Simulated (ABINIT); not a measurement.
# Nb (P-1) in ABINIT: convergence with smearing width

Aim: find how far smearing width must go before the results for Nb settle, at PBE. This setting moves, with any that are tied to it; all else stays.

Program: ABINIT 10.8.3 (patched build). These are calculated values, not measurements. Logs are shortened: lines on timing, memory, paths and dates and some standing lists are left out, and cuts for length are marked. The log counts tension as positive stress, the text compression.

### Step 1. The cell of the first run

The typed cell holds 1 atom: a = 2.875 Å, b = 2.835 Å, c = 2.940 Å, α = 109.95°, β = 108.93°, γ = 109.60°.

The cell isn't the ideal one: cell strained at random at fixed volume.

### Step 2. With smearing width 0.272 eV

Input file run.abi:

```
# Pseudopotentials
pp_dirpath "./"
pseudos "Nb.GGA_PBE-JTH.xml"

# Structure
acell 5.4331480791 5.3572677996 5.5555205322
rprim
    -0.5755678295     0.5780293107     0.5784494703
     0.5685784205    -0.5889978712     0.5742822368
     0.5792285949     0.5843176217    -0.5683899646
ntypat 1
znucl 41
natom 1
typat 1
xred
    -0.0028920000    -0.0076530000     0.0052760000
chkprim 0
chksymtnons 0
tolsym 1.0e-6

# Plane-wave basis
ecut 16.0
pawecutdg 32.0
pawxcdev 0

# k points
kptopt 1
ngkpt 11 11 11
nshiftk 1
shiftk 0.0 0.0 0.0

# Exchange and correlation
ixc 11

# Bands and occupations
nband 11
occopt 6
tsmear 0.272 eV

# SCF cycle
nstep 100
tolvrs 1.0e-9

# Output
iomode 3
prtwf 0
prtden 0
prteig 0
prtebands 0
enunit 2
```

Potentials or basis: JTH PAW PBE v2.0.

The run is started by

```console
> abinit run.abi > log 2>&1
```

run.abo:

```text
.Version 10.8.3 of ABINIT
 Symmetries : space group P-1 (#  2); Bravais aP (primitive triclinic)
================================================================================
 Values of the parameters that define the memory need of the present run
     intxc =       0    ionmov =       0      iscf =      17    lmnmax =      18
     lnmax =       6     mgfft =      20  mpssoang =       3    mqgrid =    3001
     natom =       1  nloc_mem =       2    nspden =       1   nspinor =       1
    nsppol =       1      nsym =       2    n1xccc =       1    ntypat =       1
    occopt =       6   xclevel =       2
       mpw =         394          nfft =        8000          nkpt =         666
 PAW method is used; the additional fine FFT grid is defined by:
   mgfftf=        30    nfftf =     27000
================================================================================
================================================================================

--------------------------------------------------------------------------------
------------- Echo of variables that govern the present computation ------------
--------------------------------------------------------------------------------
 -outvars: echo values of preprocessed input variables --------
            acell      5.4331480791E+00  5.3572677996E+00  5.5555205322E+00 Bohr
              amu      9.29063800E+01
          chkprim           0
      chksymtnons           0
             ecut      1.60000000E+01 Hartree
           enunit           2
                       outvar_i_n : Printing only first  50 k-points.
              ixc          11
                       outvar_i_n : Printing only first  50 k-points.
         kptrlatt       11    0    0      0   11    0      0    0   11
          kptrlen      5.89299458E+01
            natom           1
            nband          11
            ngfft          20      20      20
          ngfftdg          30      30      30
             nkpt         666
            nstep         100
             nsym           2
           ntypat           1
                       prtocc : prtvol=0, do not print more k-points.
           occopt           6
        pawecutdg      3.20000000E+01 Hartree
         pawxcdev           0
           prtden           0
        prtebands           0
           prteig           0
            prtwf           0
            rprim     -5.7556782950E-01  5.7802931070E-01  5.7844947030E-01
                       5.6857842050E-01 -5.8899787120E-01  5.7428223680E-01
                       5.7922859490E-01  5.8431762170E-01 -5.6838996460E-01
          spgroup           2
           tolsym      1.00000000E-06
           tolvrs      1.00000000E-09
           tsmear      9.99581563E-03 Hartree
            typat      1
           useylm           1
                       outvars : Printing only first  50 k-points.
           xangst      1.4341692704E-03  1.7035767229E-02 -2.6085321749E-02
            xcart      2.7101871393E-03  3.2192934407E-02 -4.9294114012E-02
             xred     -2.8920000000E-03 -7.6530000000E-03  5.2760000000E-03
            znucl       41.00000

================================================================================

 chkinp: Checking input parameters for consistency.

================================================================================
[... 108 lines left out ...]
    1       0.000000000000      0.000000000000      0.000000000000

 cartesian coordinates (angstrom) at end:
    1      0.00143416927043     0.01703576722876    -0.02608532174907

 cartesian forces (hartree/bohr) at end:
    1     -0.00000000000000    -0.00000000000000    -0.00000000000000
 frms,max,avg= 0.0000000E+00 0.0000000E+00   0.000E+00  0.000E+00  0.000E+00 h/b

 cartesian forces (eV/Angstrom) at end:
    1     -0.00000000000000    -0.00000000000000    -0.00000000000000
 frms,max,avg= 0.0000000E+00 0.0000000E+00   0.000E+00  0.000E+00  0.000E+00 e/A
 length scales=  5.433148079100  5.357267799600  5.555520532200 bohr
              =  2.875098144971  2.834944030330  2.939854858350 angstroms
 Fermi (or HOMO) energy (hartree) =   0.49839   Average Vxc (hartree)=  -0.45274
 Eigenvalues (hartree) for nkpt= 666  k points:
 kpt#   1, nband= 11, wtk=  0.00075, kpt=  0.0000  0.0000  0.0000 (reduced coord)
  -1.49994   -0.59637   -0.59395   -0.59187    0.28338    0.50160    0.51101    0.52475
   0.61145    0.62409    1.00430
      occupation numbers for kpt#   1
   2.00000    2.00000    2.00000    2.00000    2.00000    0.48591   -0.07049   -0.00123
   0.00000    0.00000    0.00000
 prteigrs : prtvol=0 or 1, do not print more k-points.

 Fermi (or HOMO) energy (eV) =  13.56185   Average Vxc (eV)= -12.31967
 Eigenvalues (   eV  ) for nkpt= 666  k points:
 kpt#   1, nband= 11, wtk=  0.00075, kpt=  0.0000  0.0000  0.0000 (reduced coord)
 -40.81556  -16.22809  -16.16208  -16.10552    7.71105   13.64927   13.90533   14.27914
  16.63834   16.98233   27.32840
 prteigrs : prtvol=0 or 1, do not print more k-points.

--- !EnergyTerms
iteration_state     : {dtset: 1, }
comment             : Components of total free energy in Hartree
kinetic             :  1.31464166562308E+01
hartree             :  8.88378138219304E+00
xc                  : -6.60302853554678E+00
Ewald energy        : -4.88908092378626E+01
psp_core            :  1.63699256732538E+00
local_psp           : -4.02300654536164E+01
PAW spherical_terms :  1.45269580315041E+01
internal            : -5.75297545897725E+01
'-kT*entropy'       : -1.80999965738419E-04
total_energy        : -5.75299355897382E+01
total_energy_eV     : -1.56546929803878E+03
...

--- !EnergyTermsDC
iteration_state     : {dtset: 1, }
comment             : '"Double-counting" decomposition of free energy'
band_energy         : -4.49080279147450E+00
Ewald energy        : -4.88908092378626E+01
psp_core            :  1.63699256732538E+00
xc_dc               : -7.71070105622475E+00
PAW spherical_terms :  1.92555696776713E+00
internal            : -5.75297635504694E+01
'-kT*entropy'       : -1.80999965738419E-04
total_energy_dc     : -5.75299445504351E+01
total_energy_dc_eV  : -1.56546954187176E+03
...

--- !EnergyTermsWithPAWCore
iteration_state     : {dtset: 1, }
comment             : 'Components of total free energy, including PAW core contributions'
Total energy        : -3.81998453557285E+03
Total energy DC     : -3.81998454453355E+03
Total energy (eV)   : -1.03947074651147E+05
Total energy DC (eV): -1.03947074894980E+05
...

 Cartesian components of stress tensor (hartree/bohr^3)
  sigma(1 1)=  7.90111925E-05  sigma(3 2)= -7.74331317E-06
  sigma(2 2)=  1.34048836E-04  sigma(3 1)= -8.52408161E-06
  sigma(3 3)=  5.75258155E-05  sigma(2 1)=  2.17423063E-05

-Cartesian components of stress tensor (GPa)         [Pressure= -2.6536E+00 GPa]
- sigma(1 1)=  2.32458954E+00  sigma(3 2)= -2.27816139E-01
- sigma(2 2)=  3.94385293E+00  sigma(3 1)= -2.50787139E-01
- sigma(3 3)=  1.69246792E+00  sigma(2 1)=  6.39680737E-01

== END DATASET(S) ==============================================================
================================================================================

 -outvars: echo values of variables after computation  --------
            acell      5.4331480791E+00  5.3572677996E+00  5.5555205322E+00 Bohr
           etotal     -5.7529944550E+01
            fcart     -0.0000000000E+00 -0.0000000000E+00 -0.0000000000E+00
            rprim     -5.7556782950E-01  5.7802931070E-01  5.7844947030E-01
                       5.6857842050E-01 -5.8899787120E-01  5.7428223680E-01
                       5.7922859490E-01  5.8431762170E-01 -5.6838996460E-01
           strten      7.9011192453E-05  1.3404883647E-04  5.7525815475E-05
                      -7.7433131674E-06 -8.5240816059E-06  2.1742306334E-05
           xangst      1.4341692704E-03  1.7035767229E-02 -2.6085321749E-02
             xred     -2.8920000000E-03 -7.6530000000E-03  5.2760000000E-03
 Calculation completed.
```

It took 55 s on 1 thread of Arm Neoverse V1, shared host; peak memory 0.19 GiB.

What came out:

* Free energy: -1565.4695 eV
* Pressure: -2.7 GPa
* Band gap on the k mesh: none (metal or under the smearing width)
* Valence electrons inside the program's atomic spheres: Nb 10.16 (radii [1.1753] Å)

### Step 3. With smearing width 0.2 eV

Changes to run.abi since step 2:

```diff
@@ -37,3 +37,3 @@
 occopt 6
-tsmear 0.272 eV
+tsmear 0.2 eV
```

Potentials or basis: JTH PAW PBE v2.0.

The run is started by

```console
> abinit run.abi > log 2>&1
```

Wall time 55 s (1 thread of Arm Neoverse V1, shared host); peak memory 0.19 GiB.

Results (log left out):

* Free energy: -1565.4687 eV
* Pressure: -2.6 GPa
* Band gap on the k mesh: none (metal or under the smearing width)
* Valence electrons inside the program's atomic spheres: Nb 10.16 (radii [1.1753] Å)

### Step 4. With smearing width 0.136 eV

Changes to run.abi since step 3:

```diff
@@ -37,3 +37,3 @@
 occopt 6
-tsmear 0.2 eV
+tsmear 0.136 eV
```

The run is started by

```console
> abinit run.abi > log 2>&1
```

It took 55 s on 1 thread of Arm Neoverse V1, shared host; peak memory 0.19 GiB.

It converged, with:

- Free energy: -1565.4686 eV
- Pressure: -2.6 GPa
- Band gap on the k mesh: none (metal or under the smearing width)
- Valence electrons inside the program's atomic spheres: Nb 10.16 (radii [1.1753] Å)

### Step 5. With smearing width 0.1 eV

Changes to run.abi since step 4:

```diff
@@ -37,3 +37,3 @@
 occopt 6
-tsmear 0.136 eV
+tsmear 0.1 eV
```

The run is started by

```console
> abinit run.abi > log 2>&1
```

Wall time 55 s (1 thread of Arm Neoverse V1, shared host); peak memory 0.19 GiB.

Results (log left out):

```yaml
Free_energy: -1565.4687 eV
Pressure: -2.6 GPa
Band_gap_on_the_k_mesh: none (metal or under the smearing width)
Valence_electrons_inside_the_program's_atomic_spheres: Nb 10.16 (radii [1.1753] Å)
```

### Step 6. With smearing width 0.05 eV

Changes to run.abi since step 5:

```diff
@@ -37,3 +37,3 @@
 occopt 6
-tsmear 0.1 eV
+tsmear 0.05 eV
```

Potentials or basis: JTH PAW PBE v2.0.

The run is started by

```console
> abinit run.abi > log 2>&1
```

Wall time 55 s (1 thread of Arm Neoverse V1, shared host); peak memory 0.19 GiB.

The run converged. Its results:

| Item | Value |
| --- | --- |
| Free energy | -1565.4688 eV |
| Pressure | -2.6 GPa |
| Band gap on the k mesh | none (metal or under the smearing width) |
| Valence electrons inside the program's atomic spheres | Nb 10.16 (radii [1.1753] Å) |

### Step 7. With smearing width 0.025 eV

Changes to run.abi since step 6:

```diff
@@ -37,3 +37,3 @@
 occopt 6
-tsmear 0.05 eV
+tsmear 0.025 eV
```

The run is started by

```console
> abinit run.abi > log 2>&1
```

Wall time 55 s (1 thread of Arm Neoverse V1, shared host); peak memory 0.19 GiB.

The run converged. Its results:

* Free energy: -1565.4688 eV
* Pressure: -2.6 GPa
* Band gap on the k mesh: none (metal or under the smearing width)
* Valence electrons inside the program's atomic spheres: Nb 10.16 (radii [1.1753] Å)

### Step 8. With smearing width 0.01 eV

Changes to run.abi since step 7:

```diff
@@ -37,3 +37,3 @@
 occopt 6
-tsmear 0.025 eV
+tsmear 0.01 eV
```

The run is started by

```console
> abinit run.abi > log 2>&1
```

Run time: 56 s. Hardware: 1 thread of Arm Neoverse V1, shared host; peak memory 0.19 GiB.

It converged, with:

| Item | Value |
| --- | --- |
| Free energy | -1565.4687 eV |
| Pressure | -2.6 GPa |
| Band gap on the k mesh | none (metal or under the smearing width) |
| Valence electrons inside the program's atomic spheres | Nb 10.16 (radii [1.1753] Å) |

### Step 9. The series at a glance

```tsv
smearing width	energy less the tightest run (meV/atom)	pressure (GPa)	SCF cycles	CPU time (s)	peak memory (GiB)
0.272 eV	-0.80	-2.65	9	55	0.19
0.2 eV	0.01	-2.61	9	55	0.19
0.136 eV	0.09	-2.59	9	55	0.19
0.1 eV	0.02	-2.59	9	55	0.19
0.05 eV	-0.05	-2.59	9	55	0.19
0.025 eV	-0.02	-2.58	9	55	0.19
0.01 eV	0.00	-2.56	9	56	0.19
```

Against the tightest run, the energy stays within 1 meV/atom from 0.272 eV on; the pressure stays within 0.1 GPa from 0.272 eV on. Narrower smearing needs a denser k mesh, so at a fixed mesh the narrowest width isn't the most accurate. The tightest run that finished is the yardstick and may itself not be fully converged.
